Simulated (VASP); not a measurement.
Here is a VASP 6.6.1 calculation.

POSCAR

```
Ag
1.0
    0.0000000000      2.0427500000      2.0427500000
    2.0427500000      0.0000000000      2.0427500000
    2.0427500000      2.0427500000      0.0000000000
Ag
1
Direct
    0.0000000000      0.0000000000      0.0000000000
```

INCAR.step1

```
SYSTEM = Ag
PREC = Accurate ; ENCUT = 600
EDIFF = 1E-8 ; ISMEAR = -1
SIGMA = 0.05 ; LREAL = .False.
LASPH = .True. ; NELM = 100
ALGO = Normal ; ISIF = 3
LWAVE = .False. ; LCHARG = .False.
GGA = CA ; IBRION = 2
NSW = 40 ; EDIFFG = -0.002
```

Contents of INCAR.step2:

```
SYSTEM = Ag
PREC = Accurate ; ENCUT = 600
EDIFF = 1E-8 ; ISMEAR = -1
SIGMA = 0.05 ; LREAL = .False.
LASPH = .True. ; NELM = 100
ALGO = Normal ; ISIF = 3
LWAVE = .False. ; LCHARG = .False.
GGA = CA ; IBRION = 6
NFREE = 2 ; POTIM = 0.015
NSW = 1
```

Contents of KPOINTS:

```
regular mesh
0
Gamma
  8 8 8
  0 0 0
```

Potentials or basis: VASP PAW LDA potentials, release 64 (Ag).

The run is started by

```console
$ cat potpaw_LDA.64/Ag/POTCAR > POTCAR
$ cp INCAR.step1 INCAR
$ mpirun -np 1 vasp_std > vasp.out
$ cp CONTCAR POSCAR
$ cp INCAR.step2 INCAR
$ mpirun -np 1 vasp_std > vasp.out
```

(1) Estimate the elastic constants C11, C12, C44.

(2) Estimate the Voigt bulk modulus.

(3) Predict the relaxed volume.

(4) Predict the space group after relaxing (to 0.05 Å).

(5) What does it give for the relaxed cell?

## Answers

(1) 152, 130, 35 GPa.

(2) 138 GPa.

(3) 16.12 Å³/atom.

(4) Fm-3m (No. 225).

(5) a = 2.835 Å, b = 2.835 Å, c = 2.835 Å, α = 60.00°, β = 60.00°, γ = 60.00°.
